## The finding

Stopping the self-consistency cycle early hardly touches the energy of bcc molybdenum, but it visibly disturbs the pressure. At the loosest threshold the energy is only about 0.01 meV/atom from the value of the tightest run, while the pressure is off by 0.245 GPa, or 2.6 % of its final value. The reason is that the energy is stationary at the self-consistent solution and the pressure is not. The pressure also approaches its final value unevenly, probably because the unfinished solution is wrong in more than one way at once.

JDFTx 1.7.0 (patched build), PBEsol with PseudoDojo SR 0.4.1 standard pseudopotentials, for bcc Mo in a fixed one-atom cell without spin polarisation. The plane-wave cutoff is 1088.45 eV, the k mesh 12×12×12 and the Fermi-Dirac smearing 0.05 eV. The sweep value is energyDiffThreshold in hartree, and the energies compared are free energies.

```
sweep value  energy less tightest (meV/atom)  pressure (GPa)  gap (eV)  force miss (eV/Å)  scf iterations
      0.001                            0.010          -9.508     0.000              0.000               3
     0.0001                            0.000          -9.219     0.000              0.000               4
       1e-5                            0.000          -9.219     0.000              0.000               4
       1e-6                            0.000          -9.222     0.000              0.000               5
       1e-7                            0.000          -9.248     0.000              0.000               6
       1e-8                            0.000          -9.258     0.000              0.000               8
      1e-10                            0.000          -9.263     0.000              0.000              11
```

The sweep value is the stopping threshold in hartree: the run ends once the changes of the energy over successive cycles stay below it. A single small change does not seem to be enough, since the run at 1e-6 goes on to a fifth cycle although the energy had hardly moved in the fourth. The pressure stays near −9 GPa in every row, so that large negative number does not come from stopping the cycle too early. It means that the fixed cell is larger than this functional prefers and is under tension. The gap is zero because molybdenum is a metal, and the force is zero by the symmetry of a one-atom cell, so neither column can test the threshold.

## Why the energy forgives

During the cycle, the electron density and the potential it creates are adjusted until they agree. At that point the energy (with smeared occupations, as here, the free energy) is stationary: a small shift of the density changes it only in second order, as a small step from the bottom of a valley hardly changes one's height. An error of one part in a thousand in the density then enters the energy as something like one part in a million.

The threshold itself adds a further margin. It limits the latest changes of the energy, not the distance still to go. Those changes can already lie well below the threshold when the run stops, and when each cycle removes most of the error, the distance left is shorter still. The loosest threshold corresponds to 27 meV, of the order of a thousand times the energy error that remains; the printed energies are too coarse for a sharper ratio.

## Why the pressure does not

Pressure measures how steeply the energy changes with volume. When the cell is stretched, the correct density changes too, so the bottom of the valley moves sideways. Someone standing exactly at the bottom doesn't notice this movement in first order. Someone standing a little up the slope does, and the effect grows in proportion to the distance from the bottom.

A model with a single coordinate shows this. Let $V$ be the volume, $x$ a measure of the density, $x_0(V)$ its self-consistent value, $E_0(V)$ the converged energy and $K$ the curvature of the valley:

$$E(V,x)=E_0(V)+\tfrac12 K\,[x-x_0(V)]^2$$

The pressure is minus the slope with volume at fixed $x$. With $P_0$ for the converged pressure,

$$P=P_0+K\,[x-x_0(V)]\,\frac{dx_0}{dV}$$

The density error $x-x_0$ enters the energy squared and the pressure to the first power. Multiplied by the volume of the atom, the pressure error of the loosest run amounts to 24 meV, again of the order of a thousand times its energy error.

## One estimate worked through

If the energy error goes as the square of the pressure error, the first row predicts the energy error of the second. The pressure error falls from 0.245 to 0.044 GPa in size, a factor of 0.18. The energy error should then fall by $0.18^2\approx0.03$, from 0.010 to about 0.0003 meV/atom.

The table shows 0.000 there, as it should. The test is a mild one, however. The first row serves as the starting point, and the energies are resolved only to about 0.01 meV, so a slower decline would also have looked like zero. The estimate also treats the error as being of a single kind, which the later rows will contradict. The square law therefore rests on the stationarity of the energy; the table is compatible with it but does not prove it.

## Why two rows are identical

A threshold can act only through the number of cycles, and cycles come in whole numbers. The runs at 0.0001 and 1e-5 both stop after four cycles, because the energy had by then settled well enough for either threshold. They are one result listed twice. Their perfect agreement shows that the tighter setting caused no extra work, not that the pressure had converged.

## Why the pressure stands still and then moves again

The run at 1e-6 does perform a fifth cycle, yet its pressure moves by only 0.003 GPa. It looks converged, but 0.041 GPa of error remains, and the sixth cycle, at 1e-7, removes 0.026 GPa of it. The small step was therefore no measure of the distance left.

The Fermi level of the same runs shows that the fifth cycle was not idle. It moves by 0.29 meV, from 0.14 meV below its final value to 0.15 meV above it. The electronic solution changed, while the pressure hardly responded.

The model with one coordinate fails here. If a single quantity were wrong, the errors of pressure and Fermi level would rise, fall and change sign together. Instead, the pressure error changes sign between the third and fourth cycles, and the Fermi level error between the fourth and fifth. At least two independent parts of the solution must be unfinished, and each property adds them up with its own weights and signs.

This can also account for the standstill. One part can shrink while another changes in the opposite sense, so that their contributions to the pressure nearly cancel for one cycle. Which parts these are can only be guessed: slowly and quickly corrected pieces of the density are candidates, and so are orbitals that lag behind the potential.

## What this means for choosing a threshold

The energy is the wrong witness for a calculation that is meant to deliver a pressure. By the energy column, every threshold tried here is good enough for an accuracy of 1 meV/atom. By the pressure column, the loosest one misses an accuracy of 0.1 GPa, and the others meet it.

A test that tightens the setting tenfold and looks for a change would mislead twice in this series. From 0.0001 to 1e-5 nothing happens, and from 1e-5 to 1e-6 almost nothing, although about 0.04 GPa is still to come. A comparison with a much tighter run reveals it. At 1e-8 the difference from the tightest run is below 0.01 GPa, for eight cycles instead of four; the tightest run has a small error of its own, so the last digit should not be pressed.

The same reasoning sorts other properties. Those that are slopes of the energy, such as stress and the forces in a less symmetric cell, feel the density error in first order, and so do orbital energies. They need a tighter threshold than the total energy does. The analysis printed below lists the errors of pressure and Fermi level run by run.

The analysis program printed:

```
Errors against the tightest row:
     row  cycles  threshold in meV  energy error in meV per atom  pressure error in GPa  Fermi level error in meV
   0.001       3             27.21                          0.01                 -0.245                     -1.45
  0.0001       4             2.721                             0                  0.044                     -0.14
    1e-5       4            0.2721                             0                  0.044                     -0.14
    1e-6       5           0.02721                             0                  0.041                      0.15
    1e-7       6          0.002721                             0                  0.015                      0.03
    1e-8       8         0.0002721                             0                  0.005                      0.01
   1e-10      11         2.721e-06                             0                      0                         0
Threshold over energy error in the loosest row (ratio): 2721
Energy error of the loosest row (Eh): 3.675e-07
Pressure error of the loosest row as share of the final pressure (percent): 2.645
Pressure error times volume in the loosest row (meV per atom): 24.3
Size of pressure error at 0.001 over that at 0.0001 (ratio): 5.568
Energy error expected at 0.0001 if it goes as the square of the pressure error (meV per atom): 0.0003225
Pressure step from 1e-5 to 1e-6 (GPa): -0.003
Pressure error still left at 1e-6 (GPa): 0.041
Pressure step from 1e-6 to 1e-7 (GPa): -0.026
Fermi level step from 1e-5 to 1e-6 (meV): 0.29
Extra cycles from the loosest to the tightest threshold: 8
```
